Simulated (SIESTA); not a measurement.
The system is CoO.

```
CELL_PARAMETERS angstrom
3.01440 0.00000 0.00000
1.50720 2.61054 0.00000
1.50720 0.87018 2.46124
ATOMIC_POSITIONS crystal
Co 0.00000 0.00000 0.00000
O 0.50000 0.50000 0.50000
```

Base run:

```yaml
Program: SIESTA 5.4.2
Functional: PBE
Potentials_or_basis: PseudoDojo 0.5 standard (PBE files)
Basis: DZP (energy shift 0.003 Ry; two zetas on semicore shells)
Grid_cutoff: 800 Ry
Energy_shift: 0.003 Ry
k_mesh: 8 × 8 × 8
Occupations: fermi-dirac, width 0.05 eV
Spin: collinear spin, ferromagnetic start
Starting_moments: "[2.0, 0.0] μB"
```

Its results: band gap on the k mesh none (metal or under the smearing width); pressure -0.8 GPa; net moment 2.97 μB per cell; site moments Co +2.61; O +0.36 μB.

**Question.** The run is repeated on the same cell with these changes: potentials or basis from PseudoDojo 0.5 standard (PBE files) to Ansatz NC with PseudoDojo 0.4 standard (PBE files). What comes out?

**Answer.** Band gap on the k mesh none (metal or under the smearing width); pressure 0.1 GPa; net moment 2.97 μB per cell; site moments Co +2.61; O +0.36 μB.

Caveats: short orbitals over semicore shells can move pressures by several GPa; the basis of atomic orbitals isn't converged, which shifts pressures, moduli and gaps; a cell with one magnetic atom can't hold antiferromagnetic order, which such compounds often take; semilocal functionals often make such compounds metallic where correlation or magnetic order opens a gap, which also shifts bond lengths.
